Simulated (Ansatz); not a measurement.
# Pd (Im-3m) in Ansatz: notebook

One crystal, Pd, is run at these levels: rPW86-PBE; tasks: single point.

Everything below comes from runs of Ansatz 0.2.0. Logs are shortened: lines on timing, memory, paths and dates and some standing lists are left out, and cuts for length are marked.

**1. The crystal as given**

It takes space group Im-3m (No. 229, cubic). Conventional cell: a = 3.145 Å, b = 3.145 Å, c = 3.145 Å, α = 90.00°, β = 90.00°, γ = 90.00°. Around Pd (site symmetry m-3m) lie 8 Pd at 2.72 Å.

This isn't the form of Pd at room conditions, which is fcc.

**2. Single point, rPW86-PBE**

run.py

```python
import json

import ase.io
import numpy as np
import spglib
from ase.calculators.calculator import CalculationFailed, Calculator
from ase.stress import full_3x3_to_voigt_6_stress
from ase.units import GPa

import ansatz as az

class AnsatzCalculator(Calculator):
    implemented_properties = ["energy", "free_energy", "forces", "stress", "magmom"]

    def calculate(self, atoms, properties, system_changes):
        super().calculate(atoms, properties, system_changes)
        structure = atoms.copy()
        structure.set_constraint()
        structure.set_momenta(None)
        structure.set_masses(None)
        outcome = (
            az.Crystal.from_ase(structure)
            .calculation()
            .basis(xc_grid=2)
            .kpoints(12, 12, 12)
            .functional(exchange="rpw86", correlation="pbe")
            .pseudopotentials(kind="paw", source="ansatz")
            .scf(tolerance=2e-10)
            .occupations(method="fermi_dirac", width=0.1)
            .forces()
            .stress()
            .run(threads=2)
        )
        if not outcome.report["converged"]:
            raise CalculationFailed("SCF not converged")
        report = outcome.report
        self.results = {
            "free_energy": report["lagrangian_ev"],
            "energy": report["lagrangian_ev"],
            "forces": np.array(report["forces_ev_ang"]),
            "stress": -GPa * full_3x3_to_voigt_6_stress(report["stress_gpa"]),
            "magmom": report["magnetization_mub"],
        }

np.set_printoptions(precision=5, suppress=True, linewidth=110)
atoms = ase.io.read("Pd.cif")
cell, frac, numbers = spglib.find_primitive((atoms.cell[:], atoms.get_scaled_positions(), atoms.numbers), symprec=1e-5)
atoms = ase.Atoms(numbers, cell=cell, scaled_positions=frac, pbc=True)
atoms.calc = AnsatzCalculator()
print(f"free energy {atoms.get_potential_energy():.6f} eV")
print("forces (eV/A)", atoms.get_forces(), sep="\n")
print("stress (GPa, Voigt, tension positive)", atoms.get_stress() / GPa, sep="\n")
print(f"moment {atoms.get_magnetic_moment():.4f} muB")
```

Pd.cif

```cif
data_Pd
_cell_length_a 3.14456200
_cell_length_b 3.14456200
_cell_length_c 3.14456200
_cell_angle_alpha 90.00000000
_cell_angle_beta 90.00000000
_cell_angle_gamma 90.00000000
_space_group_name_H-M_alt 'Im-3m'
_space_group_name_Hall '-I 4 2 3'
_space_group_IT_number 229
loop_
_space_group_symop_operation_xyz
'x,y,z'
'-x,-y,-z'
'-y,x,z'
'y,-x,-z'
'-x,-y,z'
'x,y,-z'
'y,-x,z'
'-y,x,-z'
'x,-y,-z'
'-x,y,z'
'-y,-x,-z'
'y,x,z'
'-x,y,-z'
'x,-y,z'
'y,x,-z'
'-y,-x,z'
'z,x,y'
'-z,-x,-y'
'z,-y,x'
'-z,y,-x'
'z,-x,-y'
'-z,x,y'
'z,y,-x'
'-z,-y,x'
'-z,x,-y'
'z,-x,y'
'-z,-y,-x'
'z,y,x'
'-z,-x,y'
'z,x,-y'
'-z,y,x'
'z,-y,-x'
'y,z,x'
'-y,-z,-x'
'x,z,-y'
'-x,-z,y'
'-y,z,-x'
'y,-z,x'
'-x,z,y'
'x,-z,-y'
'-y,-z,x'
'y,z,-x'
'-x,-z,-y'
'x,z,y'
'y,-z,-x'
'-y,z,x'
'x,-z,y'
'-x,z,-y'
'x+1/2,y+1/2,z+1/2'
'-x+1/2,-y+1/2,-z+1/2'
'-y+1/2,x+1/2,z+1/2'
'y+1/2,-x+1/2,-z+1/2'
'-x+1/2,-y+1/2,z+1/2'
'x+1/2,y+1/2,-z+1/2'
'y+1/2,-x+1/2,z+1/2'
'-y+1/2,x+1/2,-z+1/2'
'x+1/2,-y+1/2,-z+1/2'
'-x+1/2,y+1/2,z+1/2'
'-y+1/2,-x+1/2,-z+1/2'
'y+1/2,x+1/2,z+1/2'
'-x+1/2,y+1/2,-z+1/2'
'x+1/2,-y+1/2,z+1/2'
'y+1/2,x+1/2,-z+1/2'
'-y+1/2,-x+1/2,z+1/2'
'z+1/2,x+1/2,y+1/2'
'-z+1/2,-x+1/2,-y+1/2'
'z+1/2,-y+1/2,x+1/2'
'-z+1/2,y+1/2,-x+1/2'
'z+1/2,-x+1/2,-y+1/2'
'-z+1/2,x+1/2,y+1/2'
'z+1/2,y+1/2,-x+1/2'
'-z+1/2,-y+1/2,x+1/2'
'-z+1/2,x+1/2,-y+1/2'
'z+1/2,-x+1/2,y+1/2'
'-z+1/2,-y+1/2,-x+1/2'
'z+1/2,y+1/2,x+1/2'
'-z+1/2,-x+1/2,y+1/2'
'z+1/2,x+1/2,-y+1/2'
'-z+1/2,y+1/2,x+1/2'
'z+1/2,-y+1/2,-x+1/2'
'y+1/2,z+1/2,x+1/2'
'-y+1/2,-z+1/2,-x+1/2'
'x+1/2,z+1/2,-y+1/2'
'-x+1/2,-z+1/2,y+1/2'
'-y+1/2,z+1/2,-x+1/2'
'y+1/2,-z+1/2,x+1/2'
'-x+1/2,z+1/2,y+1/2'
'x+1/2,-z+1/2,-y+1/2'
'-y+1/2,-z+1/2,x+1/2'
'y+1/2,z+1/2,-x+1/2'
'-x+1/2,-z+1/2,-y+1/2'
'x+1/2,z+1/2,y+1/2'
'y+1/2,-z+1/2,-x+1/2'
'-y+1/2,z+1/2,x+1/2'
'x+1/2,-z+1/2,y+1/2'
'-x+1/2,z+1/2,-y+1/2'
loop_
_atom_site_label
_atom_site_type_symbol
_atom_site_symmetry_multiplicity
_atom_site_Wyckoff_symbol
_atom_site_fract_x
_atom_site_fract_y
_atom_site_fract_z
_atom_site_occupancy
Pd1 Pd 2 a 0.0000000000 0.0000000000 0.0000000000 1
```

Potentials or basis: Ansatz PAW earlier set.

Command:

```bash
$ python run.py
```

The log of the run:

```text
DeckWarning: basis.ecutwfc = 600 eV, auto-derived from the records' recommended cutoffs: set by Pd (normal level)
DeckWarning: output.stress: scf.convergence.dr2_threshold = 2e-10 eV is looser than the 1e-10 eV advised for a printed stress (1e-10 eV for each atom of the cell: 1). What an SCF threshold leaves in a stress goes as its square root, and in the free energy as the threshold itself, and one threshold admits the most on a small cell: of the crystals measured, under no hybrid functional and no lock of the moments, on runs that ended w [...]
PlacementWarning: RAYON_NUM_THREADS=2 ignored (pool sized by the plan → 2); use plan(threads=…)
free energy -7019.140666 eV
forces (eV/A)
[[ 0. -0.  0.]]
stress (GPa, Voigt, tension positive)
[-8.90037 -8.90037 -8.90037  0.      -0.      -0.     ]
moment 0.0000 muB
```

engine_input.yaml:

```text
crystal:
  lattice:
    - [-1.5722810000000003, 1.5722810000000003, 1.5722810000000003]
    - [1.5722810000000003, -1.5722810000000003, 1.5722810000000003]
    - [1.5722810000000003, 1.5722810000000003, -1.5722810000000003]
  atoms:
    - { symbol: Pd, position: [0.0, 0.0, 0.0] }
basis:
  xc_grid: 2
kpoints:
  mp_grid:
    grid: [12, 12, 12]
hamiltonian:
  xc:
    exchange: rpw86
    correlation: pbe
  pseudopotentials:
    kind: paw
    source: ansatz
scf:
  convergence:
    dr2_threshold: 2.0e-10
  occupations:
    method: fermi_dirac
    width: 0.1
output:
  forces: true
  stress: true
```

It took 1.5 s on 2 threads of Intel Xeon Platinum 8488C (Sapphire Rapids), shared host; peak memory 0.43 GiB.

What came out:

- Free energy: -7019.1407 eV
- Pressure: 8.9 GPa

Caveat: the potentials were made for another functional, which shifts forces and pressure; the thresholds are loose for stress.

**3. Single point, rPW86-PBE**

input.yaml

```yaml
crystal:
  lattice:
    - [-1.572281, 1.572281, 1.572281]
    - [1.572281, -1.572281, 1.572281]
    - [1.572281, 1.572281, -1.572281]
  atoms:
    - { symbol: Pd, position: [0.0, 0.0, 0.0] }
hamiltonian:
  xc: { exchange: rpw86, correlation: pbe }
  pseudopotentials: { kind: paw, source: ansatz }
kpoints:
  mp_grid: { grid: [12, 12, 12] }
scf:
  occupations: { method: fermi_dirac, width: 0.1 }
output:
  forces: true
  stress: true
  eigenvalues: true
  write_density: true
  write_potential: true
  elf: true
  volumetric_format: npy
```

Potentials or basis: Ansatz PAW earlier set.

Command:

```bash
$ ansatz run input.yaml --threads 2 --pin off --max-ram 5120MiB --backend cpu --events-out ev --progress --plain --runs-dir out
```

Run time: 1 s. Hardware: 2 threads of Intel Xeon Platinum 8488C (Sapphire Rapids), shared host; peak memory 0.34 GiB.

Results (log left out):

```yaml
Free_energy: -7019.1407 eV
Pressure: 8.9 GPa
Band_gap_on_the_k_mesh: none (metal or under the smearing width)
```

Levels at points of the mesh, in eV from the Fermi level:
```tsv
k point	band 7	band 8	band 9	band 10	band 11	band 12
(0.00, 0.00, 0.00)	-2.72	-2.72	-0.90	-0.90	19.21	19.21
(0.00, 0.00, -0.50)	-0.96	-0.69	0.56	1.61	7.55	15.05
(-0.50, -0.50, -0.50)	0.20	0.20	0.20	9.15	9.15	9.15
```

Caveat: the PAW data sets come from PBE, with cores solved anew for the run's functional, which leaves a small shift of forces and pressure.
